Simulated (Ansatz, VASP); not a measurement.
**Os: programs and potentials compared**

The starting cell:

```xyz
2
Lattice="2.7341 0.0000 0.0000 -1.3671 2.3678 0.0000 0.0000 0.0000 4.3197" Properties=species:S:1:pos:R:3 pbc="T T T"
Os    1.3671    0.7893    3.2398
Os    0.0000    1.5785    1.0799
```

Alike in all runs: task relaxation of cell and atoms; functional PBE; dispersion D3(BJ); k mesh 11 × 11 × 6; occupations fermi-dirac, width 0.05 eV; no spin polarisation; no spin-orbit coupling.

```tsv
program and potentials	plane-wave cutoff (eV)	notes	equilibrium volume (Å³/atom)
Ansatz, Ansatz PAW	420	16 valence electrons an atom on average	14.02
VASP, PBE PAW files Os, 600 eV	600	8 valence electrons an atom on average	14.02
Ansatz, all-electron LAPW, scalar-relativistic	-	-	14.02
```

All agree on the equilibrium volume. Relaxations stop with a little pressure left, so the last digit of a volume isn't settled.

The functional is the same throughout but for its coding, so the spread measures potentials, basis and numerics; runs on potential files found faulty are left out.
